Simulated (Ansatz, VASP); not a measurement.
Pt in VASP and in Ansatz

Contents of INCAR:

```
SYSTEM = Pt
PREC = Accurate
ENCUT = 520
EDIFF = 1E-6
ISMEAR = -1
SIGMA = 0.1
LREAL = .FALSE.
LASPH = .TRUE.
NELM = 80
ALGO = Normal
ISIF = 2
LWAVE = .FALSE.
LCHARG = .FALSE.
GGA = PS
NBANDS = 11
```

The input KPOINTS:

```
Automatic mesh
0
G
  17 17 17
  0 0 0
```

File POSCAR:

```
Pt
1.0
    0.0000000000      1.7565672383      1.7565672383
    1.7565672383      0.0000000000      1.7565672383
    1.7565672383      1.7565672383      0.0000000000
Pt
1
Direct
    0.0000000000      0.0000000000      0.0000000000
```

Input for Ansatz:

```yaml
crystal:
  lattice:
    - [0.0, 1.7565672383, 1.7565672383]
    - [1.7565672383, 0.0, 1.7565672383]
    - [1.7565672383, 1.7565672383, 0.0]
  atoms:
    - { symbol: Pt, position: [0.0, 0.0, 0.0] }
kpoints:
  mp_grid: { grid: [17, 17, 17] }
scf:
  occupations: { method: fermi_dirac, width: 0.1 }
hamiltonian:
  xc: pbesol
  pseudopotentials: { kind: all_electron, lapw: { basis_error: 0.001 } }
output:
  forces: true
  stress: true
  eigenvalues: true
  populations: true
```

Change from the starting cell: volume scaled by 0.72, LAPW.

Alike in both runs: task single point; functional PBEsol; k mesh 17 × 17 × 17; occupations fermi-dirac, width 0.1 eV; no spin polarisation.

|  | VASP | Ansatz |
| --- | --- | --- |
| version | VASP 6.6.1 | Ansatz 0.2.0 |
| potentials or method | VASP PAW PBE potentials, release 64 (Pt) | all-electron LAPW, scalar-relativistic |
| plane-wave cutoff (eV) | 520 | see its input |

Ansatz gave:

* pressure (GPa): 220.3

**Question.** What did VASP give for the same quantities?

**Answer.** Pressure (GPa): 222.8.

Ansatz ran all-electron here, so the differences hold the error of VASP's frozen core and of both bases.

Caveats: the cell as given lies far from equilibrium; so large a pressure means that the cell lies far from this level's equilibrium, or that cutoff or potentials fall short (VASP); the potentials were made for another functional, which shifts forces and pressure (VASP). The runs have no spin-orbit coupling, so splittings on Pt are missing.
